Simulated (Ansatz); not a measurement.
Structures of TiO2: which is lowest?

Plane-wave DFT in Ansatz with scalar-relativistic PAW potentials, cutoff 420 eV, Γ-centred meshes chosen by cell and gap, Gaussian smearing with energies taken to zero width. Every cell was relaxed (cell and atoms) in a run of its own, within the symmetry of its start. Functional: PBEsol.

Relaxed structures (starts from databases or built by putting these elements on another compound's sites):
A. C2/m, 12 atoms in the computed cell, a = 12.159 Å, b = 3.730 Å, c = 6.533 Å, β = 107.0°; sites (symmetry × multiplicity) Ti m × 4 + m × 4, O m × 4 + m × 4 + m × 4 + m × 4; start: database
B. Pbcn, 12 atoms in the computed cell, a = 4.537 Å, b = 5.496 Å, c = 4.879 Å; sites (symmetry × multiplicity) Ti .2. × 4, O 1 × 8; start: database
C. P-3m1, 3 atoms in the computed cell, a = 2.958 Å, c = 5.044 Å; sites (symmetry × multiplicity) Ti -3m. × 1, O 3m. × 2; start: built
D. P3_121, 9 atoms in the computed cell, a = 5.702 Å, c = 6.261 Å; sites (symmetry × multiplicity) Ti .2. × 3, O 1 × 6; start: database
E. I4_1/amd, 6 atoms in the computed cell, a = 3.770 Å, c = 9.554 Å; sites (symmetry × multiplicity) Ti -4m2 × 4, O 2mm. × 8; start: database
F. P4_2/mnm, 6 atoms in the computed cell, a = 4.591 Å, c = 2.939 Å; sites (symmetry × multiplicity) Ti m.mm × 2, O m.2m × 4; start: database

Q: Rank them by energy. Could pressure change the order?

A:
```csv
structure,group,E − E(lowest) (meV/atom),V (Å³/atom),gap on mesh (eV)
E,I4_1/amd,0.0,11.31,2.15
A,C2/m,1.4,11.81,2.82
B,Pbcn,13.6,10.14,2.66
F,P4_2/mnm,21.0,10.33,1.87
D,P3_121,123,19.59,3.44
C,P-3m1,150,12.74,2.68
```

E and A are level within the 2 meV/atom that separate runs leave open. B is denser by 1.17 Å³/atom, so pressure favours it: ΔE/ΔV, with ΔE in eV and 1 eV/Å³ = 160.2 GPa, gives about 1.9 GPa for equal enthalpy if both cells were rigid, a rough figure since the two compress differently. Other structures may lie lower than all of these, and vibrations aren't counted.